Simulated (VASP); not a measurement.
# Pb (P6_3/mmc) in VASP: further runs, part 2 of 2

VASP 6.6.1.

## (3) Single point, PBEsol

The input, INCAR:

```
PREC = Accurate
ENCUT = 400
EDIFF = 1E-6
ISMEAR = -1
SIGMA = 0.2
LREAL = False
LASPH = True
NELM = 100
ALGO = Normal
ISIF = 2
LWAVE = False
LCHARG = False
GGA = PS
ADDGRID = False
```

The input, KPOINTS:

```
regular mesh
0
Gamma
  19 19 10
```

The input, POSCAR:

```
Pb
1.0
    3.4800000000      0.0000000000      0.0000000000
   -1.7400000000      3.0137684052      0.0000000000
    0.0000000000      0.0000000000      5.5900000000
Pb
2
Direct
    0.6916670000      0.3496840000      0.7502860000
    0.3559200000      0.6835750000      0.2530120000
```

Potentials or basis: VASP PAW PBE potentials, release 64 (Pb_d).

Started as:

```sh
$ cat potpaw_PBE.64/Pb_d/POTCAR > POTCAR
$ mpirun -np 1 vasp_std > vasp.out
```

OUTCAR:

```text
PREC = Accurate
   ENCUT = 400
   EDIFF = 1E-6
   ISMEAR = -1
   LREAL = False
   LASPH = True
   NELM = 100
   ISIF = 2
   GGA = PS

 Found   1806 irreducible k-points:

 Following reciprocal coordinates:
            Coordinates               Weight
  0.000000  0.000000  0.000000      1.000000
  0.052632  0.000000  0.000000      2.000000
  0.000000  0.052632  0.000000      2.000000
 -0.052632  0.052632  0.000000      2.000000
  0.105263  0.000000  0.000000      2.000000
  0.000000  0.105263  0.000000      2.000000
   k-points           NKPTS =   1806   k-points in BZ     NKDIM =   1806   number of bands    NBANDS=     18
   number of dos      NEDOS =    301   number of ions     NIONS =      2
   total plane-waves  NPLWV =  20736
   dimension x,y,z NGX =    24 NGY =   24 NGZ =   36
   dimension x,y,z NGXF=    48 NGYF=   48 NGZF=   72
   ions per type =               2
   NGX,Y,Z   is equivalent  to a cutoff of  11.47, 11.47, 10.71 a.u.
   NGXF,Y,Z  is equivalent  to a cutoff of  22.93, 22.93, 21.41 a.u.
 SYSTEM =  unknown system
   PREC   = accura    normal or accurate (medium, high low for compatibility)
   ISTART =      0    job   : 0-new  1-cont  2-samecut
   ICHARG =      2    charge: 1-file 2-atom 10-const
   ISPIN  =      1    spin polarized calculation?
   LNONCOLLINEAR =      F non collinear calculations
   LSORBIT =      F    spin-orbit coupling
   LASPH  =      T    aspherical Exc in radial PAW
   ENCUT  =  400.0 eV  29.40 Ry    5.42 a.u.   5.67  5.67  9.12*2*pi/ulx,y,z
   NELM   =    100;   NELMIN=  2; NELMDL= -5     # of ELM steps
   EDIFF  = 0.1E-05   stopping-criterion for ELM
   LREAL  =      F    real-space projection
   EDIFFG = 0.1E-04   stopping-criterion for IOM
   NSW    =      0    number of steps for IOM
   IBRION =     -1    ionic relax: 0-MD 1-quasi-New 2-CG
   NFREE  =      0    steps in history (QN), initial steepest desc. (CG)
   ISIF   =      2    stress and relaxation
   ISYM   =      2    0-nonsym 1-usesym 2-fastsym
   POTIM  = 0.5000    time-step for ionic-motion
   TEBEG  =    0.0;   TEEND  =   0.0 temperature during run
   PSTRESS=    0.0 pullay stress
   NELECT =      28.0000    total number of electrons
   NUPDOWN=      -1.0000    fix difference up-down
   EMIN   =  10.00;   EMAX   =-10.00  energy-range for DOS
   EFERMI =   0.00;   METHOD = LEGACY
   ISMEAR =    -1;   SIGMA  =   0.20  broadening in eV -4-tet -1-fermi 0-gaus
   EFERMI_NEDOS =   21; number of points for ismear=-14 and -15
   IALGO  =     38    algorithm
   IMIX   =      4    mixing-type and parameters
     AMIX     =   0.40;   BMIX     =  1.00
     AMIX_MAG =   1.60;   BMIX_MAG =  1.00
  volume/ion in A,a.u.               =      29.31       197.82
  Fermi-wavevector in a.u.,A,eV,Ry     =   1.279658  2.418203 22.279870  1.637524
  Thomas-Fermi vector in A             =   2.412131
   LORBIT       =      0    0 simple, 1 ext, 2 COOP (PROOUT), +10 PAW based schemes
   GGA     = PS    functional components
   LHFCALC =     F    Hartree Fock is set to
   AEXX    =    0.0000 exact exchange contribution
   IVDW    =     0    specifies the selected vdW correction
   LEPSILON=     F    determine dielectric tensor
   LRPA    =     F    only Hartree local field effects (RPA)
 non-spin polarized calculation
  energy-cutoff  :      400.00
  volume of cell :       58.63
 maximum number of plane-waves:      1093
   NGX = 11   NGY = 11   NGZ = 19

 number of electron      27.9999997 magnetization

 Free energy of the ion-electron system (eV)
  ---------------------------------------------------
  ext. energy  EPLUGINS =         0.00000000
  ---------------------------------------------------
  free energy    TOTEN  =        -8.03483644 eV

  energy without entropy =       -7.89291228  energy(sigma->0) =       -7.96387436

 E-fermi :   7.4433     XC(G=0): -10.5063

 val. band max:        7.4419966572   @ k =   0.1579   0.3158  -0.2000
 cond. band min:       7.4443523032   @ k =   0.1579  -0.4737   0.2000
 fundamental gap:      0.0023556460
 Fermi energy:         7.4433436333

 k-point     1 :       0.0000    0.0000    0.0000
  band No.  band energies     occupation
      1      -9.5728      2.00000
      2      -9.5226      2.00000
      3      -9.5085      2.00000
      4      -9.5080      2.00000
      5      -9.4835      2.00000
      6      -9.4830      2.00000
[... 10 lines left out ...]
     17      14.9681      0.00000
     18      15.6170      0.00000

 k-point     2 :       0.0526    0.0000    0.0000
  band No.  band energies     occupation
      1      -9.5699      2.00000
      2      -9.5294      2.00000
      3      -9.5010      2.00000
      4      -9.4993      2.00000
      5      -9.4817      2.00000
      6      -9.4767      2.00000
[... 10 lines left out ...]
     17      15.0473      0.00000
     18      15.5640      0.00000

 k-point     3 :       0.0000    0.0526    0.0000
  band No.  band energies     occupation
      1      -9.5700      2.00000
      2      -9.5292      2.00000
      3      -9.5011      2.00000
      4      -9.4991      2.00000
      5      -9.4819      2.00000
      6      -9.4765      2.00000
[... 10 lines left out ...]
     17      15.0572      0.00000
     18      15.5644      0.00000

 k-point     4 :      -0.0526    0.0526    0.0000
  band No.  band energies     occupation
      1      -9.5702      2.00000
      2      -9.5289      2.00000
      3      -9.5014      2.00000
      4      -9.4988      2.00000
      5      -9.4824      2.00000
      6      -9.4763      2.00000
[... 10 lines left out ...]
     17      15.0751      0.00000
     18      15.5651      0.00000

 k-point     5 :       0.1053    0.0000    0.0000
  band No.  band energies     occupation
      1      -9.5691      2.00000
      2      -9.5335      2.00000
      3      -9.4868      2.00000
      4      -9.4806      2.00000
      5      -9.4718      2.00000
      6      -9.4584      2.00000
[... 10 lines left out ...]
     17      15.1675      0.00000
     18      15.3344      0.00000

 k-point     6 :       0.0000    0.1053    0.0000
  band No.  band energies     occupation
      1      -9.5694      2.00000
      2      -9.5332      2.00000
      3      -9.4865      2.00000
      4      -9.4807      2.00000
      5      -9.4722      2.00000
      6      -9.4586      2.00000
[... 10 lines left out ...]
     17      15.1735      0.00000
     18      15.3362      0.00000

 [... further k-points ...]

------------------------ aborting loop because EDIFF is reached ----------------------------------------

  FORCE on cell =-STRESS in cart. coord.  units (eV):
  Direction    XX          YY          ZZ          XY          YZ          ZX
  --------------------------------------------------------------------------------------
  -------------------------------------------------------------------------------------
  Total        0.1985191      0.2006720      0.7923732      0.0058060      0.0001797     -0.0007464
  in kB        5.4251518      5.4839865     21.6540637      0.1586665      0.0049119     -0.0203981
  external PRESSURE =      10.8544007 kB  Pullay stress =       0.0000000 kB

 VOLUME and BASIS-vectors are now :
 -----------------------------------------------------------------------------
  energy-cutoff  :      400.00
  volume of cell :       58.63
      direct lattice vectors                 reciprocal lattice vectors
     3.480000000  0.000000000  0.000000000     0.287356322  0.165905250  0.000000000
    -1.740000000  3.013768405  0.000000000     0.000000000  0.331810500  0.000000000
     0.000000000  0.000000000  5.590000000     0.000000000  0.000000000  0.178890877

 POSITION                                       TOTAL-FORCE (eV/Angst)
 -----------------------------------------------------------------------------------
      1.79855      1.05387      4.19410        -0.003574      0.000581      0.037977
      0.04918      2.06014      1.41434         0.003574     -0.000581     -0.037977
 -----------------------------------------------------------------------------------
    total drift:                               -0.000061      0.000044      0.000033

  FREE ENERGIE OF THE ION-ELECTRON SYSTEM (eV)
  ---------------------------------------------------
  free  energy   TOTEN  =        -8.0348364411 eV

  energy  without entropy=       -7.8929122805  energy(sigma->0) =       -7.96387436
```

OSZICAR:

```text
N       E                     dE             d eps       ncg     rms          rms(c)
DAV:   1     0.262027842664E+03    0.26203E+03   -0.12818E+04 65070   0.162E+03
DAV:   2     0.922797401091E+01   -0.25280E+03   -0.24965E+03 65210   0.409E+02
DAV:   3    -0.760381434117E+01   -0.16832E+02   -0.16631E+02 78990   0.136E+02
DAV:   4    -0.805473851390E+01   -0.45092E+00   -0.44965E+00 76298   0.262E+01
DAV:   5    -0.807265625913E+01   -0.17918E-01   -0.17916E-01 79074   0.442E+00    0.869E-01
DAV:   6    -0.804301106463E+01    0.29645E-01   -0.54873E-02 84756   0.357E+00    0.405E-01
DAV:   7    -0.803536569903E+01    0.76454E-02   -0.20931E-02 84918   0.212E+00    0.129E-01
DAV:   8    -0.803483820584E+01    0.52749E-03   -0.98014E-04 83668   0.505E-01    0.121E-02
DAV:   9    -0.803483648201E+01    0.17238E-05   -0.30507E-05 84066   0.913E-02    0.598E-03
DAV:  10    -0.803483644105E+01    0.40955E-07   -0.14515E-06 51038   0.140E-02
   1 F= -.80348364E+01 E0= -.79638744E+01  d E =-.141924E+00
```

stdout:

```text
POSCAR found type information on POSCAR Pb
 POSCAR found :  1 types and       2 ions
 scaLAPACK will be used
 -----------------------------------------------------------------------------
|                                                                             |
|                                                                             |
|     You enforced a specific xc type in the INCAR file but a different       |
|     I HOPE YOU KNOW WHAT YOU ARE DOING!                                     |
|                                                                             |
 -----------------------------------------------------------------------------

 LDA part: xc-table for (Slater+PW92), standard interpolation
 POSCAR, INCAR and KPOINTS ok, starting setup
 FFT: planning ... GRIDC
 FFT: planning ... GRID_SOFT
 FFT: planning ... GRID
 WAVECAR not read
 entering main loop
```

It took 3.9 min on 1 thread of Intel Xeon 6975P-C (Granite Rapids), shared host; peak memory 1 GiB.

These settings aren't checked as converged: the numbers below hold their error.

Results:

| Quantity | Value |
| --- | --- |
| Free energy | -8.0348 eV |
| Pressure | 1.1 GPa |
| Largest force | 0.038 eV/Å |
| Band gap on the k mesh | none (metal or under the smearing width) |

Caveat: the PAW data sets were made with another functional, which shifts forces and pressure a little.

## (4) The reference run

An earlier run on the cell as given: functional PBEsol; potentials or basis VASP PAW PBE potentials, release 64 (Pb_d); cutoff 520 eV; k mesh 9 × 9 × 5; occupations fermi-dirac, width 0.05 eV; no spin polarisation.

- Pressure: 1.0 GPa
- Band gap on the k mesh: none (metal or under the smearing width)
